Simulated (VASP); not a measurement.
Wanted: the native input for a VASP 6.6.1 run.

* Task: relaxation of cell and atoms
* Functional: r2SCAN
* Potentials or basis: VASP PAW PBE potentials, release 64 (Ag)
* Cutoff: 600 eV
* k mesh: 16 × 16 × 16
* Occupations: methfessel-paxton, width 0.1 eV
* Spin: no spin polarisation
* Further INCAR settings: ALGO = Normal; EDIFF = 1e-06; IBRION = 2; EDIFFG = -0.01; NSW = 90; ISIF = 3

The structure of Ag lies in POSCAR:

```
Ag
1.0
    0.0000000000      2.0427500000      2.0427500000
    2.0427500000      0.0000000000      2.0427500000
    2.0427500000      2.0427500000      0.0000000000
Ag
1
Direct
    0.0000000000      0.0000000000      0.0000000000
```

One way to write it, as run:

INCAR

```
SYSTEM = Ag
PREC = Accurate
ENCUT = 600
EDIFF = 1E-6
ISMEAR = 1
SIGMA = 0.1
LREAL = .FALSE.
LASPH = .TRUE.
NELM = 80
ALGO = Normal
ISIF = 3
LWAVE = .FALSE.
LCHARG = .FALSE.
METAGGA = R2SCAN
LMIXTAU = .TRUE.
IBRION = 2
NSW = 90
EDIFFG = -0.01
```

KPOINTS

```
Automatic mesh
0
G
  16 16 16
  0 0 0
```

Potentials or basis: VASP PAW PBE potentials, release 64 (Ag).

Run with:

```console
$ cat potpaw_PBE.64/Ag/POTCAR > POTCAR
$ mpirun -np 1 vasp_std > vasp.out
```

It gave:

- Relaxed volume: 17.31 Å³/atom
- Relaxed cell: a = 2.903 Å, b = 2.903 Å, c = 2.903 Å, α = 60.00°, β = 60.00°, γ = 60.00°
- Space group after relaxing (to 0.05 Å): Fm-3m (No. 225)
- Energy gained by relaxing: 1.3 meV/atom
- Ionic steps: 3
- Pressure after relaxing: 0.1 GPa
- Band gap on the k mesh: none (metal or under the smearing width)

Caveat: the PAW data sets were made with another functional, which shifts forces and pressure a little.

Wall time 2.1 min on 1 thread of AMD EPYC 9R45 96-Core Processor (Zen 5), on a shared host, peak memory 0.15 GiB.
